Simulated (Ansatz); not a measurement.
**Rh: the order of phases, with spin-orbit coupling**

Aim: relax Rh in several structures (fcc, bcc, hcp) and rank them by energy, with spin-orbit coupling. Methods of the runs shown: PAW and LAPW.

Computed with Ansatz 0.2.0 (DFT PBE, with the methods named in each step, unless a step's input says otherwise).

### 1 The system as given

Symmetry: Fm-3m, No. 225, cubic system. Conventional cell: a = 3.830 Å, b = 3.830 Å, c = 3.830 Å, α = 90.00°, β = 90.00°, γ = 90.00°. Around Rh (site symmetry m-3m) lie 12 Rh at 2.71 Å.

Structure file:

```
Rh
1.0
     0.00000    1.91521    1.91521
     1.91521    0.00000    1.91521
     1.91521    1.91521    0.00000
Rh
1
Direct
  0.00000 0.00000 0.00000
```

### 2 Fcc relaxed, PAW

input.yaml reads:

```yaml
crystal:
  lattice:
    - [0.0, 1.9152057761, 1.9152057761]
    - [1.9152057761, 0.0, 1.9152057761]
    - [1.9152057761, 1.9152057761, 0.0]
  atoms:
    - { symbol: Rh, position: [0.0, 0.0, 0.0] }
kpoints:
  mp_grid: { grid: [18, 18, 18] }
scf:
  occupations: { method: fermi_dirac, width: 0.05 }
hamiltonian:
  xc: pbe
  pseudopotentials: { kind: paw_fr }
output:
  forces: true
  stress: true
relax:
  f_tol: 0.005
  max_steps: 40
  cell: {}
magnetization:
  noncollinear: true
  spin_orbit: true
```

On the command line:

```sh
> ansatz run input.yaml --threads 2 --pin off --max-ram 5120MiB --backend cpu --events-out ev --progress --plain --runs-dir out
```

After this run come: Fcc relaxed, LAPW; Bcc relaxed, PAW; Bcc relaxed, LAPW; Hcp relaxed, PAW; Hcp relaxed, LAPW.

Q: Predict the outcome of this session. Wanted: lowest (for each run or level that gives them).

**Answer**, as computed:

```
     quantity                         value
lowest (LAPW)  fcc, 37.4 meV/atom under hcp
 lowest (PAW)  fcc, 37.4 meV/atom under hcp
```

**Reading.** By LAPW the order is fcc < hcp < bcc. By PAW the order is fcc < hcp < bcc. The methods agree on the lowest phase. Only these structures were tried, with electrons smeared by 0.05 eV and without vibrations, so the true ground state may be another. The k meshes differ between phases and weren't tested, which can move differences by some meV.
